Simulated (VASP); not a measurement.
# MgO (Periclase) (Fm-3m) in VASP: a series of runs, part 2 of 2

VASP 6.6.1.

**3. Phonons, PBEsol**

This run uses another cell than the first one, of 9.31 Å³/atom, 1.011 times its volume.

The input, POSCAR:

```
MgO
1.0
    0.0000000000      2.1039232588      2.1039232588
    2.1039232588      0.0000000000      2.1039232588
    2.1039232588      2.1039232588      0.0000000000
  Mg              O
     1     1
Direct
     0.0000000000000000    0.0000000000000000    0.0000000000000000
     0.5000000000000000    0.5000000000000000    0.5000000000000000
```

The input, INCAR.step1:

```
SYSTEM = MgO
PREC     = Accurate       ! precision mode
ENCUT    = 600            ! plane-wave cutoff, eV
EDIFF    = 1E-8           ! SCF threshold, eV
ISMEAR   = 0              ! smearing method
SIGMA    = 0.03           ! smearing width, eV
LREAL    = .False.        ! projectors in reciprocal space
LASPH    = .True.         ! aspherical terms in the spheres
NELM     = 80             ! most SCF steps
ALGO     = Fast           ! electronic algorithm
ISIF     = 3              ! what is computed and relaxed
LWAVE    = .False.        ! write WAVECAR
LCHARG   = .False.        ! write CHGCAR
GGA      = PS             ! functional
IBRION   = 2              ! ionic algorithm
NSW      = 40             ! ionic steps
EDIFFG   = -0.002         ! ionic threshold
```

The input, INCAR.step2:

```
SYSTEM = MgO
PREC     = Accurate       ! precision mode
ENCUT    = 600            ! plane-wave cutoff, eV
EDIFF    = 1E-8           ! SCF threshold, eV
ISMEAR   = 0              ! smearing method
SIGMA    = 0.03           ! smearing width, eV
LREAL    = .False.        ! projectors in reciprocal space
LASPH    = .True.         ! aspherical terms in the spheres
NELM     = 80             ! most SCF steps
ALGO     = Fast           ! electronic algorithm
ISIF     = 2              ! what is computed and relaxed
LWAVE    = .False.        ! write WAVECAR
LCHARG   = .False.        ! write CHGCAR
GGA      = PS             ! functional
IBRION   = 6              ! ionic algorithm
NFREE    = 2            
POTIM    = 0.015          ! step
NSW      = 1              ! ionic steps
```

The input, KPOINTS:

```
Automatic mesh
0
Gamma
  12 12 12
  0 0 0
```

Potentials or basis: VASP PAW PBE potentials, release 64 (Mg, O).

Launch:

```sh
> cat potpaw_PBE.64/Mg/POTCAR potpaw_PBE.64/O/POTCAR > POTCAR
> cp INCAR.step1 INCAR
> mpirun -np 1 vasp_std > vasp.out
> cp CONTCAR POSCAR
> cp INCAR.step2 INCAR
> mpirun -np 1 vasp_std > vasp.out
```

OUTCAR:

```text
SYSTEM = MgO
   PREC = Accurate
   ENCUT = 600
   EDIFF = 1E-8
   ISMEAR = 0
   LREAL = .False.
   LASPH = .True.
   NELM = 80
   ISIF = 2
   GGA = PS
   IBRION = 6
   NFREE = 2
   POTIM = 0.015
   NSW = 1

 ion  position               nearest neighbor table
   1  0.000  0.000  0.000-   2 2.10   2 2.10   2 2.10   2 2.10   2 2.10   2 2.10
   2  0.500  0.500  0.500-   1 2.10   1 2.10   1 2.10   1 2.10   1 2.10   1 2.10

  LATTYP: Found a face centered cubic cell.
 ALAT       =     4.2078465176

  Lattice vectors:

 A1 = (   0.0000000000,   2.1039232588,   2.1039232588)
 A2 = (   2.1039232588,   0.0000000000,   2.1039232588)
 A3 = (   2.1039232588,   2.1039232588,   0.0000000000)

Analysis of symmetry for initial positions (statically):
=====================================================================
 Subroutine PRICEL returns:
 Original cell was already a primitive cell.

 Routine SETGRP: Setting up the symmetry group for a
 face centered cubic supercell.

 Subroutine GETGRP returns: Found 48 space group operations
 (whereof 48 operations were pure point group operations)
 out of a pool of 48 trial point group operations.

The static configuration has the point symmetry O_h .

Analysis of symmetry for dynamics (positions and initial velocities):
=====================================================================
 Subroutine PRICEL returns:
 Original cell was already a primitive cell.

 Routine SETGRP: Setting up the symmetry group for a
 face centered cubic supercell.

 Subroutine GETGRP returns: Found 48 space group operations
 (whereof 48 operations were pure point group operations)
 out of a pool of 48 trial point group operations.

[... 309 lines left out ...]
 cond. band min:       7.7524219648   @ k =   0.0000   0.0000   0.0000
 fundamental gap:      4.6647180704
 Fermi energy:         3.2760187423

 k-point     1 :       0.0000    0.0000    0.0000
  band No.  band energies     occupation
      1     -14.1328      2.00000
      2       3.0874      2.00000
      3       3.0877      2.00000
      4       3.0877      2.00000
      5       7.7524      0.00000
      6      18.7393      0.00000
      7      18.7398      0.00000
      8      18.7398      0.00000
[... 243 lines left out ...]
 k-point    24 :      -0.4167    0.1667    0.0000
  band No.  band energies     occupation
      1     -12.7229      2.00000
      2      -1.1972      2.00000
      3       1.4766      2.00000
      4       2.2909      2.00000
      5      12.0182      0.00000
      6      15.3611      0.00000
      7      17.1937      0.00000
      8      19.9397      0.00000

 [... further k-points ...]

------------------------ aborting loop because EDIFF is reached ----------------------------------------

  FORCE on cell =-STRESS in cart. coord.  units (eV):
  Direction    XX          YY          ZZ          XY          YZ          ZX
  --------------------------------------------------------------------------------------
  -------------------------------------------------------------------------------------
  Total        0.0097365      0.0002846      0.0002846      0.0000000      0.0000000      0.0000000
  in kB        0.8375136      0.0244846      0.0244846      0.0000000      0.0000000      0.0000000
  external PRESSURE =       0.2954942 kB  Pullay stress =       0.0000000 kB
[... 17 lines left out ...]
  FREE ENERGIE OF THE ION-ELECTRON SYSTEM (eV)
  ---------------------------------------------------
  free  energy   TOTEN  =       -12.5147842242 eV

  energy  without entropy=      -12.5147842242  energy(sigma->0) =      -12.51478422

 INTERNAL STRAIN TENSORS FROM DISPLACED ATOMS
 ============================================

 INTERNAL STRAIN TENSOR FOR ION    1 for displacements in x,y,z  (eV/Angst):
          X           Y           Z          XY          YZ          ZX
  --------------------------------------------------------------------------------
  x     0.00000     0.00000     0.00000     0.00000     0.00000     0.00000
  y     0.00000     0.00000     0.00000     0.00000     0.00000     0.00000
  z     0.00000     0.00000     0.00000     0.00000     0.00000     0.00000

 INTERNAL STRAIN TENSOR FOR ION    2 for displacements in x,y,z  (eV/Angst):
          X           Y           Z          XY          YZ          ZX
  --------------------------------------------------------------------------------
  x     0.00000     0.00000     0.00000     0.00000     0.00000     0.00000
  y     0.00000     0.00000     0.00000     0.00000     0.00000     0.00000
  z     0.00000     0.00000     0.00000     0.00000     0.00000     0.00000

 Eigenvectors and eigenvalues of the dynamical matrix
 ----------------------------------------------------

   1 f  =   11.824003 THz    74.292403 2PiTHz  394.406292 cm-1    48.900126 meV
             X         Y         Z           dx          dy          dz
      0.000000  0.000000  0.000000    -0.556188   -0.252501    0.152426
      2.103923  2.103923  2.103923     0.686417    0.311623   -0.188116
[... 21 lines left out ...]
   6 f/i=    0.007706 THz     0.048416 2PiTHz    0.257032 cm-1     0.031868 meV
             X         Y         Z           dx          dy          dz
      0.000000  0.000000  0.000000    -0.182091    0.723124    0.218172
      2.103923  2.103923  2.103923    -0.147544    0.585931    0.176780

 ELASTIC MODULI CONTR FROM IONIC RELAXATION (kBar)
 Direction    XX          YY          ZZ          XY          YZ          ZX
 --------------------------------------------------------------------------------
 XX           0.0000      0.0000      0.0000      0.0000      0.0000      0.0000
 YY           0.0000      0.0000      0.0000      0.0000      0.0000      0.0000
 ZZ           0.0000      0.0000      0.0000      0.0000      0.0000      0.0000
 XY           0.0000      0.0000      0.0000      0.0000      0.0000      0.0000
 YZ           0.0000      0.0000      0.0000      0.0000      0.0000      0.0000
 ZX           0.0000      0.0000      0.0000      0.0000      0.0000      0.0000
 --------------------------------------------------------------------------------
```

OUTCAR.step1:

```text
SYSTEM = MgO
   PREC = Accurate
   ENCUT = 600
   EDIFF = 1E-8
   ISMEAR = 0
   LREAL = .False.
   LASPH = .True.
[... 491 lines left out ...]
      0.00000      0.00000      0.00000        -0.000000      0.000000     -0.000000
      2.10392      2.10392      2.10392         0.000000     -0.000000      0.000000
 -----------------------------------------------------------------------------------
    total drift:                               -0.000000     -0.000000      0.000000

  FREE ENERGIE OF THE ION-ELECTRON SYSTEM (eV)
  ---------------------------------------------------
  free  energy   TOTEN  =       -12.5154072599 eV

  energy  without entropy=      -12.5154072599  energy(sigma->0) =      -12.51540726

 reached required accuracy - stopping structural energy minimisation
```

OSZICAR.step1:

```text
N       E                     dE             d eps       ncg     rms          rms(c)
DAV:   1     0.174373056619E+02    0.17437E+02   -0.53107E+03  1296   0.101E+03
DAV:   2    -0.134158990337E+02   -0.30853E+02   -0.29932E+02  1408   0.157E+02
DAV:   3    -0.138994031536E+02   -0.48350E+00   -0.48350E+00  1504   0.219E+01
DAV:   4    -0.139001898165E+02   -0.78666E-03   -0.78666E-03  1536   0.813E-01
DAV:   5    -0.139001903684E+02   -0.55183E-06   -0.55183E-06  1536   0.149E-02    0.666E+00
RMM:   6    -0.125455403578E+02    0.13547E+01   -0.31147E+00  1152   0.151E+01    0.207E+00
RMM:   7    -0.125296031071E+02    0.15937E-01   -0.79612E-02  1152   0.258E+00    0.137E+00
RMM:   8    -0.125185868280E+02    0.11016E-01   -0.36613E-02  1152   0.276E+00    0.371E-01
RMM:   9    -0.125160173306E+02    0.25695E-02   -0.19985E-03  1152   0.477E-01    0.211E-01
RMM:  10    -0.125153704346E+02    0.64690E-03   -0.23846E-03  1152   0.428E-01    0.329E-02
RMM:  11    -0.125154414957E+02   -0.71061E-04   -0.33812E-04  1152   0.177E-01    0.416E-02
RMM:  12    -0.125154194400E+02    0.22056E-04   -0.17675E-05  1152   0.435E-02    0.253E-02
RMM:  13    -0.125154081072E+02    0.11333E-04   -0.52731E-05  1152   0.653E-02    0.391E-03
RMM:  14    -0.125154073392E+02    0.76806E-06   -0.13929E-06  1152   0.122E-02    0.204E-03
RMM:  15    -0.125154072973E+02    0.41880E-07   -0.59254E-07  1148   0.700E-03    0.125E-03
RMM:  16    -0.125154072726E+02    0.24699E-07   -0.95632E-08  1141   0.263E-03    0.581E-05
RMM:  17    -0.125154072616E+02    0.11026E-07   -0.23303E-09   794   0.532E-04    0.520E-05
RMM:  18    -0.125154072599E+02    0.16393E-08   -0.34934E-10   651   0.198E-04
   1 F= -.12515407E+02 E0= -.12515407E+02  d E =-.125154E+02
```

Wall time 41 s (1 thread of Intel Xeon Platinum 8488C (Sapphire Rapids), shared host); peak memory 0.19 GiB.

Results:

```
Highest phonon frequency at Γ, LO-TO splitting left out : 394 cm⁻¹
```

Phonon frequencies in cm⁻¹ (negative: imaginary):
| q point | frequencies |
| --- | --- |
| (0.000, 0.000, 0.000) | 0 0 0 394 394 394 |

Caveat: the PAW data sets were made with another functional, which shifts forces and pressure a little.

**4. Dielectric tensor, PBEsol**

This run uses another cell than the first one, of 9.31 Å³/atom, 1.011 times its volume.

The input, INCAR:

```
SYSTEM = MgO
PREC     = Accurate       ! precision mode
ENCUT    = 600            ! plane-wave cutoff, eV
EDIFF    = 1E-8           ! SCF threshold, eV
ISMEAR   = 0              ! smearing method
SIGMA    = 0.03           ! smearing width, eV
LREAL    = .False.        ! projectors in reciprocal space
LASPH    = .True.         ! aspherical terms in the spheres
NELM     = 80             ! most SCF steps
ALGO     = Fast           ! electronic algorithm
ISIF     = 2              ! what is computed and relaxed
LWAVE    = .False.        ! write WAVECAR
LCHARG   = .False.        ! write CHGCAR
GGA      = PS             ! functional
LEPSILON = .True.         ! dielectric tensor by DFPT
```

The input, KPOINTS:

```
Automatic mesh
0
Monkhorst
  18 18 18
  0 0 0
```

POSCAR, as its differences from that of step 3:

```diff
@@ -1,2 +1,2 @@
-MgO
+MgO                                     
 1.0
@@ -5,3 +5,3 @@
     2.1039232588      2.1039232588      0.0000000000
-  Mg              O
+  Mg              O             
      1     1
```

Potentials or basis: VASP PAW PBE potentials, release 64 (Mg, O).

Launch:

```sh
> cat potpaw_PBE.64/Mg/POTCAR potpaw_PBE.64/O/POTCAR > POTCAR
> mpirun -np 1 vasp_std > vasp.out
```

OUTCAR:

```text
SYSTEM = MgO
   PREC = Accurate
   ENCUT = 600
   EDIFF = 1E-8
   ISMEAR = 0
   LREAL = .False.
   LASPH = .True.
   NELM = 80
   ISIF = 2
   GGA = PS
   LEPSILON = .True.

 ion  position               nearest neighbor table
   1  0.000  0.000  0.000-   2 2.10   2 2.10   2 2.10   2 2.10   2 2.10   2 2.10
   2  0.500  0.500  0.500-   1 2.10   1 2.10   1 2.10   1 2.10   1 2.10   1 2.10

  LATTYP: Found a face centered cubic cell.
 ALAT       =     4.2078465176

  Lattice vectors:

 A1 = (   0.0000000000,   2.1039232588,   2.1039232588)
 A2 = (   2.1039232588,   0.0000000000,   2.1039232588)
 A3 = (   2.1039232588,   2.1039232588,   0.0000000000)

Analysis of symmetry for initial positions (statically):
=====================================================================
 Subroutine PRICEL returns:
 Original cell was already a primitive cell.

 Routine SETGRP: Setting up the symmetry group for a
 face centered cubic supercell.

 Subroutine GETGRP returns: Found 48 space group operations
 (whereof 48 operations were pure point group operations)
[... 486 lines left out ...]
  ---------------------------------------------------
  ---------------------------------------------------
  free energy    TOTEN  =        -0.12120541 eV

  energy without entropy =       -0.12120541

------------------------ aborting loop because EDIFF is reached ----------------------------------------

 PIEZOELECTRIC TENSOR FIELD DIRECTION 3  (e Angst)
 -----------------------------------------------------------------------------
    -0.00015  0.00000 -0.00000           ( -0.00001  0.00000 -0.00000)
     0.00000 -0.00015  0.00000           (  0.00000 -0.00001  0.00000)
    -0.00000  0.00000 -0.00008           ( -0.00000  0.00000 -0.00001)

 PIEZOELECTRIC TENSOR FIELD DIRECTION 3  (C/m^2)
 -----------------------------------------------------------------------------
    -0.00013  0.00000 -0.00000
     0.00000 -0.00013  0.00000
    -0.00000  0.00000 -0.00007

 MACROSCOPIC STATIC DIELECTRIC TENSOR (including local field effects in DFT)
 ------------------------------------------------------
           3.162003    -0.000000     0.000000
           0.000000     3.162003     0.000000
           0.000000     0.000000     3.162003
 ------------------------------------------------------

 PIEZOELECTRIC TENSOR (including local field effects)  for field in x, y, z        (e  Angst)
          XX          YY          ZZ          XY          YZ          ZX
  --------------------------------------------------------------------------------
  x     0.00000     0.00000     0.00000     0.00000     0.00000     0.00000
  y     0.00000     0.00000     0.00000     0.00000     0.00000     0.00000
  z     0.00000     0.00000     0.00000     0.00000     0.00000     0.00000

 PIEZOELECTRIC TENSOR (including local field effects)  for field in x, y, z        (C/m^2)
          XX          YY          ZZ          XY          YZ          ZX
  --------------------------------------------------------------------------------
  x     0.00000     0.00000     0.00000     0.00000     0.00000     0.00000
  y     0.00000     0.00000     0.00000     0.00000     0.00000     0.00000
  z     0.00000     0.00000     0.00000     0.00000     0.00000     0.00000

 BORN EFFECTIVE CHARGES (including local field effects) (in |e|, cummulative output)
 ---------------------------------------------------------------------------------
 ion    1
    1     1.96456     0.00000     0.00000
    2     0.00000     1.96456     0.00000
    3     0.00000     0.00000     1.96456
 ion    2
    1    -1.96456     0.00000     0.00000
    2     0.00000    -1.96456     0.00000
    3     0.00000     0.00000    -1.96456
```

OSZICAR:

```text
N       E                     dE             d eps       ncg     rms          rms(c)
DAV:   1     0.174242165933E+02    0.17424E+02   -0.52056E+03 10432   0.100E+03
DAV:   2    -0.134457631517E+02   -0.30870E+02   -0.29463E+02 11312   0.152E+02
DAV:   3    -0.138994257301E+02   -0.45366E+00   -0.45366E+00 11568   0.211E+01
[... 15 lines left out ...]
RMM:   4    -0.120508753711E+00   -0.63892E-02   -0.21891E-03 39906   0.477E-01    0.299E-02
RMM:   5    -0.121117291766E+00   -0.60854E-03   -0.29170E-05 42335   0.593E-02    0.575E-03
RMM:   6    -0.121176733322E+00   -0.59442E-04   -0.23313E-07 43905   0.526E-03    0.237E-03
RMM:   7    -0.121204634125E+00   -0.27901E-04   -0.76848E-08 43396   0.293E-03    0.136E-04
RMM:   8    -0.121205208728E+00   -0.57460E-06   -0.10351E-09 42415   0.304E-04    0.638E-05
RMM:   9    -0.121205411869E+00   -0.20314E-06   -0.16400E-10 36882   0.122E-04    0.644E-06
```

Run time: 7.6 min. Hardware: 1 thread of Intel Xeon Platinum 8488C (Sapphire Rapids), shared host; peak memory 0.8 GiB.

Results:

| Property | Result |
| --- | --- |
| Electronic dielectric tensor (diagonal) | 3.16 |
| Born charges (mean of the diagonal) | Mg +1.96; O -1.96 e |

Levels at points of the mesh, in eV from the valence-band top:
```
           k point  band 1  band 2  band 3  band 4  band 5  band 6  band 7  band 8
(0.03, 0.03, 0.03)  -17.21   -0.05    0.00    0.00    4.73   15.51   15.68   15.68
```

Electronic dielectric tensor:
```
3.16 0.00 0.00
0.00 3.16 0.00
0.00 0.00 3.16
```

Born effective charge tensors (e):
atom 1, Mg
```
1.96 0.00 0.00
0.00 1.96 0.00
0.00 0.00 1.96
```
atom 2, O
```
-1.96  0.00  0.00
 0.00 -1.96  0.00
 0.00  0.00 -1.96
```

Caveat: the PAW data sets were made with another functional, which shifts forces and pressure a little.

**5. How close it comes**

Step 4. Measured high-frequency dielectric constant of MgO: 2.95 (295 K; “Infrared Optical Properties of Ferropericlase (Mg1-xFexO): Experiment and Theory”, 2007, arxiv:0704.2267). This calculation gives 3.16 (+7.2 %).
